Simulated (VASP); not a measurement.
# CdSe (P1) in VASP: convergence with empty bands

Aim: find how far empty bands must go before the results for CdSe settle, at PBE. This setting moves, with any that are tied to it; all else stays.

Everything below comes from runs of VASP 6.6.1. Logs are shortened: lines on timing, memory, paths and dates and some standing lists are left out, and cuts for length are marked.

**1. The cell of the first run**

The typed cell holds 2 atoms: a = 4.342 Å, b = 4.342 Å, c = 4.342 Å, α = 60.00°, β = 60.00°, γ = 60.00°.

The cell comes from a database or a generator and needn't be the stable form of this composition.

The cell isn't the ideal one: atoms moved at random, drawn with an rms of 0.02 Å.

**2. With empty bands 1**

INCAR reads:

```
SYSTEM = CdSe
PREC = Accurate
ENCUT = 500
EDIFF = 1E-7
ISMEAR = 0
SIGMA = 0.02
LREAL = .FALSE.
LASPH = .TRUE.
NELM = 100
ALGO = Normal
ISIF = 2
LWAVE = .FALSE.
LCHARG = .FALSE.
GGA = PE
NBANDS = 10
```

KPOINTS reads:

```
Automatic mesh
0
G
  6 6 6
  0 0 0
```

POSCAR reads:

```
CdSe
1.0
    0.0000000000      3.0702711986      3.0702711986
    3.0702711986      0.0000000000      3.0702711986
    3.0702711986      3.0702711986      0.0000000000
Cd Se
1 1
Direct
    0.0045730000     -0.0040460000     -0.0012710000
    0.2469020000      0.2480020000      0.2529230000
```

Potentials or basis: VASP PAW PBE potentials, release 64 (Cd, Se).

Command:

```bash
$ cat potpaw_PBE.64/Cd/POTCAR potpaw_PBE.64/Se/POTCAR > POTCAR
$ mpirun -np 1 vasp_std > vasp.out
```

OUTCAR:

```text
SYSTEM = CdSe
   PREC = Accurate
   ENCUT = 500
   EDIFF = 1E-7
   ISMEAR = 0
   LREAL = .FALSE.
   LASPH = .TRUE.
   NELM = 100
   ISIF = 2
   GGA = PE

 Found    112 irreducible k-points:

 Following reciprocal coordinates:
            Coordinates               Weight
  0.000000  0.000000  0.000000      1.000000
  0.166667  0.000000  0.000000      2.000000
  0.000000  0.166667  0.000000      2.000000
  0.000000  0.000000  0.166667      2.000000
  0.166667  0.166667  0.166667      2.000000
  0.333333  0.000000  0.000000      2.000000
   k-points           NKPTS =    112   k-points in BZ     NKDIM =    112   number of bands    NBANDS=     10
   number of dos      NEDOS =    301   number of ions     NIONS =      2
   total plane-waves  NPLWV =  32768
   dimension x,y,z NGX =    32 NGY =   32 NGZ =   32
   dimension x,y,z NGXF=    64 NGYF=   64 NGZF=   64
   ions per type =               1   1
   NGX,Y,Z   is equivalent  to a cutoff of  12.25, 12.25, 12.25 a.u.
   NGXF,Y,Z  is equivalent  to a cutoff of  24.50, 24.50, 24.50 a.u.
 SYSTEM =  CdSe
   PREC   = accura    normal or accurate (medium, high low for compatibility)
   ISTART =      0    job   : 0-new  1-cont  2-samecut
   ICHARG =      2    charge: 1-file 2-atom 10-const
   ISPIN  =      1    spin polarized calculation?
   LNONCOLLINEAR =      F non collinear calculations
   LSORBIT =      F    spin-orbit coupling
   LASPH  =      T    aspherical Exc in radial PAW
   ENCUT  =  500.0 eV  36.75 Ry    6.06 a.u.   7.92  7.92  7.92*2*pi/ulx,y,z
   NELM   =    100;   NELMIN=  2; NELMDL= -5     # of ELM steps
   EDIFF  = 0.1E-06   stopping-criterion for ELM
   LREAL  =      F    real-space projection
[... 7 lines left out ...]
   TEBEG  =    0.0;   TEEND  =   0.0 temperature during run
   PSTRESS=    0.0 pullay stress
   NELECT =      18.0000    total number of electrons
   NUPDOWN=      -1.0000    fix difference up-down
   EMIN   =  10.00;   EMAX   =-10.00  energy-range for DOS
   EFERMI =   0.00;   METHOD = LEGACY
   ISMEAR =     0;   SIGMA  =   0.02  broadening in eV -4-tet -1-fermi 0-gaus
   EFERMI_NEDOS =   21; number of points for ismear=-14 and -15
   IALGO  =     38    algorithm
   IMIX   =      4    mixing-type and parameters
     AMIX     =   0.40;   BMIX     =  1.00
     AMIX_MAG =   1.60;   BMIX_MAG =  1.00
  volume/ion in A,a.u.               =      28.94       195.31
  Fermi-wavevector in a.u.,A,eV,Ry     =   1.109121  2.095935 16.737199  1.230149
  Thomas-Fermi vector in A             =   2.245657
   LORBIT       =      0    0 simple, 1 ext, 2 COOP (PROOUT), +10 PAW based schemes
   GGA     = PE    functional components
   LHFCALC =     F    Hartree Fock is set to
   AEXX    =    0.0000 exact exchange contribution
   IVDW    =     0    specifies the selected vdW correction
   LEPSILON=     F    determine dielectric tensor
   LRPA    =     F    only Hartree local field effects (RPA)
 non-spin polarized calculation
 Gauss-broadening in eV      SIGMA  =   0.02
  energy-cutoff  :      500.00
  volume of cell :       57.88
 maximum number of plane-waves:      1484
   NGX = 15   NGY = 15   NGZ = 15

 number of electron      18.0000003 magnetization

 Free energy of the ion-electron system (eV)
  ---------------------------------------------------
  ext. energy  EPLUGINS =         0.00000000
  ---------------------------------------------------
  free energy    TOTEN  =        -5.48477456 eV

  energy without entropy =       -5.48477456  energy(sigma->0) =       -5.48477456

 E-fermi :   0.8339     XC(G=0):  -8.7546

 val. band max:        0.7390903935   @ k =   0.0000   0.0000   0.0000
 cond. band min:       1.2710671432   @ k =   0.0000   0.0000   0.0000
 fundamental gap:      0.5319767497
 Fermi energy:         0.8338887581

 k-point     1 :       0.0000    0.0000    0.0000
  band No.  band energies     occupation
      1     -11.7150      2.00000
      2      -7.1354      2.00000
      3      -7.1299      2.00000
      4      -7.1074      2.00000
      5      -6.7801      2.00000
      6      -6.7800      2.00000
      7       0.7096      2.00000
      8       0.7164      2.00000
      9       0.7391      2.00000
     10       1.2711      0.00000

 k-point     2 :       0.1667    0.0000    0.0000
  band No.  band energies     occupation
      1     -11.6303      2.00000
      2      -7.1101      2.00000
      3      -7.1053      2.00000
      4      -7.0232      2.00000
      5      -6.7802      2.00000
      6      -6.7800      2.00000
      7      -0.9198      2.00000
      8       0.5160      2.00000
      9       0.5253      2.00000
     10       2.5639      0.00000

 k-point     3 :       0.0000    0.1667    0.0000
  band No.  band energies     occupation
      1     -11.6288      2.00000
      2      -7.1054      2.00000
      3      -7.0869      2.00000
      4      -7.0414      2.00000
      5      -6.7813      2.00000
      6      -6.7806      2.00000
      7      -0.9549      2.00000
      8       0.5056      2.00000
      9       0.5428      2.00000
     10       2.5807      0.00000

 k-point     4 :       0.0000    0.0000    0.1667
  band No.  band energies     occupation
      1     -11.6285      2.00000
      2      -7.1012      2.00000
      3      -7.0854      2.00000
      4      -7.0459      2.00000
      5      -6.7814      2.00000
      6      -6.7809      2.00000
      7      -0.9627      2.00000
      8       0.5091      2.00000
      9       0.5413      2.00000
     10       2.5840      0.00000

 k-point     5 :       0.1667    0.1667    0.1667
  band No.  band energies     occupation
      1     -11.6289      2.00000
      2      -7.1063      2.00000
      3      -7.0875      2.00000
      4      -7.0401      2.00000
      5      -6.7813      2.00000
      6      -6.7805      2.00000
      7      -0.9526      2.00000
      8       0.5049      2.00000
      9       0.5430      2.00000
     10       2.5797      0.00000

 k-point     6 :       0.3333    0.0000    0.0000
  band No.  band energies     occupation
      1     -11.4586      2.00000
      2      -7.0679      2.00000
      3      -7.0647      2.00000
      4      -6.7697      2.00000
      5      -6.7688      2.00000
      6      -6.7454      2.00000
      7      -2.6429      2.00000
      8       0.1720      2.00000
      9       0.1860      2.00000
     10       3.0515      0.00000

 [... further k-points ...]
[... 5 lines left out ...]
  --------------------------------------------------------------------------------------
  -------------------------------------------------------------------------------------
  Total        0.5741532      0.5762284      0.5747743      0.1011535     -0.1128709      0.0589086
  in kB       15.8919859     15.9494259     15.9091781      2.7998270     -3.1241543      1.6305322
  external PRESSURE =      15.9168633 kB  Pullay stress =       0.0000000 kB

 VOLUME and BASIS-vectors are now :
 -----------------------------------------------------------------------------
  energy-cutoff  :      500.00
  volume of cell :       57.88
      direct lattice vectors                 reciprocal lattice vectors
     0.000000000  3.070271199  3.070271199    -0.162852063  0.162852063  0.162852063
     3.070271199  0.000000000  3.070271199     0.162852063 -0.162852063  0.162852063
     3.070271199  3.070271199  0.000000000     0.162852063  0.162852063 -0.162852063

 POSITION                                       TOTAL-FORCE (eV/Angst)
 -----------------------------------------------------------------------------------
      6.12422      3.08041      3.07189         0.085896     -0.044105     -0.076517
      1.53798      1.53460      1.51949        -0.085896      0.044105      0.076517
 -----------------------------------------------------------------------------------
    total drift:                                0.000631     -0.000395     -0.000058

  FREE ENERGIE OF THE ION-ELECTRON SYSTEM (eV)
  ---------------------------------------------------
  free  energy   TOTEN  =        -5.4847745564 eV

  energy  without entropy=       -5.4847745564  energy(sigma->0) =       -5.48477456
```

Run time: 39 s. Hardware: 1 thread of Intel Xeon Platinum 8488C (Sapphire Rapids), shared host; peak memory 0.23 GiB.

What came out:

| Property | Result |
| --- | --- |
| Free energy | -5.4848 eV |
| Pressure | 1.6 GPa |
| Largest force | 0.123 eV/Å |
| Band gap on the k mesh | 0.53 eV, direct |

**3. With empty bands 2**

Changes to INCAR since step 2:

```diff
@@ -14,2 +14,2 @@
 GGA = PE
-NBANDS = 10
+NBANDS = 11
```

KPOINTS is that of step 2.

POSCAR is that of step 2.

Potentials or basis: VASP PAW PBE potentials, release 64 (Cd, Se).

Command:

```bash
$ cat potpaw_PBE.64/Cd/POTCAR potpaw_PBE.64/Se/POTCAR > POTCAR
$ mpirun -np 1 vasp_std > vasp.out
```

Run time: 59 s. Hardware: 1 thread of Intel Xeon Platinum 8488C (Sapphire Rapids), shared host; peak memory 0.23 GiB.

Results:

```
Free energy            : -5.4848 eV
Pressure               : 1.6 GPa
Largest force          : 0.123 eV/Å
Band gap on the k mesh : 0.53 eV, direct
```

**4. With empty bands 3**

Changes to INCAR since step 3:

```diff
@@ -14,2 +14,2 @@
 GGA = PE
-NBANDS = 11
+NBANDS = 12
```

KPOINTS is that of step 3.

POSCAR is that of step 3.

Command:

```bash
$ cat potpaw_PBE.64/Cd/POTCAR potpaw_PBE.64/Se/POTCAR > POTCAR
$ mpirun -np 1 vasp_std > vasp.out
```

It took 52 s on 1 thread of Intel Xeon Platinum 8488C (Sapphire Rapids), shared host; peak memory 0.23 GiB.

Results:

```yaml
Free_energy: -5.4848 eV
Pressure: 1.6 GPa
Largest_force: 0.123 eV/Å
Band_gap_on_the_k_mesh: 0.53 eV, direct
```

**5. With empty bands 4**

Changes to INCAR since step 4:

```diff
@@ -14,2 +14,2 @@
 GGA = PE
-NBANDS = 12
+NBANDS = 13
```

KPOINTS is that of step 4.

POSCAR is that of step 4.

Command:

```bash
$ cat potpaw_PBE.64/Cd/POTCAR potpaw_PBE.64/Se/POTCAR > POTCAR
$ mpirun -np 1 vasp_std > vasp.out
```

Run time: 72 s. Hardware: 1 thread of Intel Xeon Platinum 8488C (Sapphire Rapids), shared host; peak memory 0.24 GiB.

Results:

| Property | Result |
| --- | --- |
| Free energy | -5.4848 eV |
| Pressure | 1.6 GPa |
| Largest force | 0.123 eV/Å |
| Band gap on the k mesh | 0.53 eV, direct |

**6. With empty bands 6**

Changes to INCAR since step 5:

```diff
@@ -14,2 +14,2 @@
 GGA = PE
-NBANDS = 13
+NBANDS = 15
```

KPOINTS is that of step 5.

POSCAR is that of step 5.

Potentials or basis: VASP PAW PBE potentials, release 64 (Cd, Se).

Command:

```bash
$ cat potpaw_PBE.64/Cd/POTCAR potpaw_PBE.64/Se/POTCAR > POTCAR
$ mpirun -np 1 vasp_std > vasp.out
```

Wall time 74 s (1 thread of Intel Xeon Platinum 8488C (Sapphire Rapids), shared host); peak memory 0.24 GiB.

What came out:

```yaml
Free_energy: -5.4848 eV
Pressure: 1.6 GPa
Largest_force: 0.123 eV/Å
Band_gap_on_the_k_mesh: 0.53 eV, direct
```

**7. With empty bands 10**

Changes to INCAR since step 6:

```diff
@@ -14,2 +14,2 @@
 GGA = PE
-NBANDS = 15
+NBANDS = 19
```

KPOINTS is that of step 6.

POSCAR is that of step 6.

Command:

```bash
$ cat potpaw_PBE.64/Cd/POTCAR potpaw_PBE.64/Se/POTCAR > POTCAR
$ mpirun -np 1 vasp_std > vasp.out
```

Wall time 84 s (1 thread of Intel Xeon Platinum 8488C (Sapphire Rapids), shared host); peak memory 0.24 GiB.

Results:

```
Free energy            : -5.4848 eV
Pressure               : 1.6 GPa
Largest force          : 0.123 eV/Å
Band gap on the k mesh : 0.53 eV, direct
```

**8. With empty bands 16**

Changes to INCAR since step 7:

```diff
@@ -14,2 +14,2 @@
 GGA = PE
-NBANDS = 19
+NBANDS = 25
```

KPOINTS is that of step 7.

POSCAR is that of step 7.

Command:

```bash
$ cat potpaw_PBE.64/Cd/POTCAR potpaw_PBE.64/Se/POTCAR > POTCAR
$ mpirun -np 1 vasp_std > vasp.out
```

It took 2.1 min on 1 thread of Intel Xeon Platinum 8488C (Sapphire Rapids), shared host; peak memory 0.27 GiB.

The run converged. Its results:

| Quantity | Value |
| --- | --- |
| Free energy | -5.4848 eV |
| Pressure | 1.6 GPa |
| Largest force | 0.123 eV/Å |
| Band gap on the k mesh | 0.53 eV, direct |

**9. Result**

```csv
empty bands,"energy less the tightest run, at zero smearing (meV/atom)",SCF cycles,CPU time (s),peak memory (GiB)
1,0.00,14,38,0.23
2,0.00,14,58,0.23
3,0.00,14,51,0.23
4,0.00,14,71,0.24
6,0.00,14,73,0.24
10,0.00,12,82,0.24
16,0.00,12,130,0.27
```

Against the tightest run, the energy stays within 1 meV/atom from 1 on. The tightest run that finished is the yardstick and may itself not be fully converged.
